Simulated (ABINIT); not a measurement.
## Sn: single point with LDA

The system is Sn.

```
CELL_PARAMETERS angstrom
0.00000 3.24142 3.24142
3.24142 0.00000 3.24142
3.24142 3.24142 0.00000
ATOMIC_POSITIONS crystal
Sn 0.75000 0.75000 0.75000
Sn 0.50000 0.50000 0.50000
```

This isn't the form of Sn at room conditions, which is tetragonal (white tin).

The cell isn't the ideal one: cell relaxed.

```
Program             : ABINIT 10.8.3 (patched build)
Task                : single point
Functional          : LDA
Potentials or basis : PseudoDojo NC SR LDA v0.4.1 standard
Cutoff              : 980 eV
k mesh              : 5 × 5 × 5
Occupations         : fermi-dirac, width 0.05 eV
Spin                : no spin polarisation
```

```
Pressure                                              : 0.0 GPa
Band gap on the k mesh                                : none (metal or under the smearing width)
Valence electrons inside the program's atomic spheres : Sn 10.56 (radii [1.0584] Å)
```

Levels at points of the mesh, in eV from the Fermi level:
```
           k point  band 12  band 13  band 14  band 15  band 16  band 17
(0.00, 0.00, 0.00)    -0.72     0.20     0.20     0.20     2.27     2.27
```

Run time: 22 s on 1 thread of Arm Neoverse V2, with other jobs on the host, peak memory 0.09 GiB.
